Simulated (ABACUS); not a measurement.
## Al in ABACUS: the effect of dispersion

The system is Al.

```xyz
1
Lattice="-0.0203 1.9574 2.0301 1.9892 0.0099 1.9999 2.0455 1.9835 -0.0464" Properties=species:S:1:pos:R:3 pbc="T T T"
Al    0.0000    0.0000    0.0000
```

The cell isn't the ideal one: volume scaled by 0.98.

Alike in all runs:

* Program: ABACUS 3.10.1
* Task: equation of state
* Functional: PBEsol
* Potentials or basis: PseudoDojo NC SR 0.4.1 PBE standard
* Cutoff: 1361 eV
* Density cutoff: 5442 eV
* Basis: DZP LCAO (the cutoffs set its grid)
* k mesh: 8 × 8 × 8
* Occupations: fermi-dirac, width 0.05 eV
* Spin: no spin polarisation

```csv
dispersion,pressure (GPa)
none,?
D3,-0.7
D3(BJ),-2.4
```

Task: What does the run with dispersion none give?

Result: Pressure 0.9 GPa.

Caveats: the atomic orbitals were generated for these runs and aren't a published set; the potentials were made for another functional, which shifts forces and pressure; the basis of atomic orbitals isn't converged, which shifts pressures, moduli and gaps; pairwise dispersion overbinds metals, which lowers pressure and volume (some runs).
